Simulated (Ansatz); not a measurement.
**Zone-centre phonons of HfS$_{2}$ at 3 GPa: input and output**

The calculation used DFT LDA, scalar-relativistic, plane waves, PAW (Ansatz).

Launched with:
```bash
ansatz run input.yaml --threads 1 --pin off --max-ram 3072MiB --backend cpu --events-out ev --progress --plain --runs-dir out
```

Input (bare energies are in eV):
```yaml
crystal:
  lattice:
    - [3.5108101482, 0.0, 0.0]
    - [-1.7554050741, 3.0404507762, 0.0]
    - [0.0, 0.0, 5.4648781206]
  atoms:
    - { symbol: Hf, position: [0.0, 0.0, 0.0] }
    - { symbol: S, position: [0.6666666667, 0.3333333333, 0.7334238418] }
    - { symbol: S, position: [0.3333333333, 0.6666666667, 0.2665761582] }
basis:
  ecutwfc: 420
kpoints:
  mp_grid: { grid: [12, 12, 8] }
hamiltonian:
  xc: lda
scf:
  occupations: { method: gaussian, width: 0.01 }
output:
  eigenvalues: true
phonons:
  method: dfpt
  eigenvectors: true
```

Results section of the output:
```
--- Phonons (Γ-DFPT): 4 representative perturbations + reference, on 320 of 1152 k-points (Σ response iterations 12) ---
  k mesh reduced under 2 symmetry operations, with k and −k counted as one. Each operation leaves every solved perturbation unchanged. A smaller set is not used because it would not reduce the number of displacements ...
  ASR residual: 2.274e-5 → 0.000e0 eV/Å²; symmetrization residual: 2.770e-5 eV/Å²
  ASR residual per site (eV/Å²): 8.75e-6 2.27e-5 2.27e-5
  Γ frequencies (cm⁻¹): 0.00 0.00 0.00 161.80 161.80 269.24 269.24 315.55 349.66
  non-analytic LO–TO correction: not included (Born effective charges unavailable; polar crystals: no LO–TO splitting at Γ)
```

It took 2.6 min on 1 thread of Intel(R) Xeon(R) Platinum 8259CL CPU @ 2.50GHz (Skylake/Cascade Lake), on a shared host, peak memory 1.5 GiB.

The crystal is built of layers and no dispersion correction was added, so the binding between them is poorly described, and with it their spacing and whatever depends on it. Spin–orbit coupling is left out, which can shift energies with elements as heavy as these.